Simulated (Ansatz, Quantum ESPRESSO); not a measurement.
Given: the input of a run of Quantum ESPRESSO 7.5 (ASE script) on Pb (Lead). 

run.py

```python
import numpy as np
from ase.calculators.espresso import Espresso, EspressoProfile
from ase.io import read

atoms = read('Pb.xyz')

input_data = {
    'control': {'calculation': 'scf', 'prefix': 'pwscf', 'outdir': './tmp', 'tprnfor': True, 'tstress': True, 'disk_io': 'low'},
    'system': {'ecutwfc': 45.0, 'ecutrho': 360.0, 'nbnd': 13, 'occupations': 'smearing', 'smearing': 'fd', 'degauss': 0.00367493},
    'electrons': {'conv_thr': 2e-10, 'electron_maxstep': 120, 'mixing_beta': 0.5},
}
pseudopotentials = {'Pb': 'pb_pbesol_v1.uspp.F.UPF'}
profile = EspressoProfile(command='mpirun -n 2 pw.x -nk 2', pseudo_dir='pseudo')
dft = Espresso(profile=profile, input_data=input_data, pseudopotentials=pseudopotentials, kpts=(9, 9, 9), koffset=(0, 0, 0))
from ase.calculators.mixing import SumCalculator
from dftd4.ase import DFTD4
d4 = DFTD4(method='pbesol')
atoms.calc = SumCalculator([dft, d4])

from ase.optimize import LBFGS
from ase.filters import FrechetCellFilter
done = LBFGS(FrechetCellFilter(atoms), trajectory='opt.traj').run(fmax=0.02, steps=30)
print('converged', done)
print('cell (A)', np.round(atoms.cell.cellpar(), 5))
print(f'energy {atoms.get_potential_energy():.8f} eV')
print('forces (eV/A)')
print(np.round(atoms.get_forces(), 6))
print('stress (eV/A^3, Voigt)')
print(np.round(atoms.get_stress(), 8))
print(f'Fermi level {dft.get_fermi_level():.4f} eV')
print(f'D4 part {d4.get_potential_energy(atoms):.8f} eV')
atoms.write('final.traj')
```

Pb.xyz

```xyz
1
Lattice="0.0000000000 2.4750200000 2.4750200000 2.4750200000 0.0000000000 2.4750200000 2.4750200000 2.4750200000 0.0000000000" Properties=species:S:1:pos:R:3 pbc="T T T"
Pb     0.0000000000      0.0000000000      0.0000000000
```

Potentials or basis: GBRV 1.5 PBEsol.

Run with:

```bash
$ OMP_NUM_THREADS=1 python run.py
```

Task: Set up the same calculation for Ansatz 0.2.0. Potentials or basis there: all-electron LAPW, scalar-relativistic.

Result: As run (cutoffs and basis follow the program's own potentials, and thresholds, step limits or extra output files can differ):

File input.yaml:

```yaml
crystal:
  lattice:
    - [0.0, 2.47502, 2.47502]
    - [2.47502, 0.0, 2.47502]
    - [2.47502, 2.47502, 0.0]
  atoms:
    - { symbol: Pb, position: [0.0, 0.0, 0.0] }
kpoints:
  mp_grid: { grid: [9, 9, 9] }
scf:
  occupations: { method: fermi_dirac, width: 0.05 }
hamiltonian:
  xc: pbesol
  dispersion: d4
  pseudopotentials: { kind: all_electron, lapw: { basis_error: 0.001 } }
output:
  forces: true
  stress: true
relax:
  f_tol: 0.02
  max_steps: 60
  cell: {}
```

Potentials or basis: all-electron LAPW, scalar-relativistic.

Launch:

```bash
$ ansatz run input.yaml --threads 1 --pin off --max-ram 3072MiB --backend cpu --events-out ev --progress --plain --runs-dir out
```

Both were run:

|  | Quantum ESPRESSO | Ansatz |
| --- | --- | --- |
| Relaxed volume | 28.96 Å³/atom | 29.16 Å³/atom |
| Relaxed cell | a = 3.447 Å, b = 3.447 Å, c = 3.447 Å, α = 60.00°, β = 60.00°, γ = 60.00° | a = 3.455 Å, b = 3.455 Å, c = 3.455 Å, α = 60.00°, β = 60.00°, γ = 60.00° |
| Space group after relaxing | Fm-3m (No. 225) | Fm-3m (No. 225) |
| Pressure after relaxing | 0.1 GPa | 0.0 GPa |

Where Ansatz's input types no cutoff or centring, it takes its own default and a Γ-centred mesh.

Pressure is positive in compression.
